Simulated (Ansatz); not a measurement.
Suppose NaCl takes space group I-43m (No. 217), with Na on 8c; Cl on 8c. Recipe of this trial structure of NaCl: 4-connected net, two elements alternating.

The calculation used DFT PBE, scalar-relativistic, plane waves, PAW in Ansatz. Cutoff 420 eV, Γ-centred mesh, Gaussian smearing, no spin polarisation.

Energies over the elements count from the elements' standard structures at the same level (Cl₂ as a molecule), with no fitted energy shifts.

Question: Predict the relaxed structure.

Answer:

Space group I-43m (No. 217). a = 8.525 Å, b = 8.525 Å, c = 8.525 Å, α = 90.00°, β = 90.00°, γ = 90.00°
```
atom  site  symmetry       x       y       z
  Na    8c       .3m  0.8441  0.1559  0.1559
  Cl    8c       .3m  0.3352  0.6648  0.3352
```

Na is surrounded by 4 Cl at 2.65–2.74 Å; Cl has 4 Na at 2.65–2.74 Å. Another local minimum with the same sites may exist.

Question: Where does its energy lie, and is it a metal?

Answer: The formation energy is −1.755 eV/atom. The gap on the 4×4×4 mesh of the 8-atom cell is 4.84 eV. A negative formation energy is needed for stability but isn't enough: competing phases decide.

The last run used Gaussian smearing of 0.02 eV. Kohn–Sham gaps at this level usually fall short of measured ones. A structure relaxed within its symmetry needn't be a true minimum.
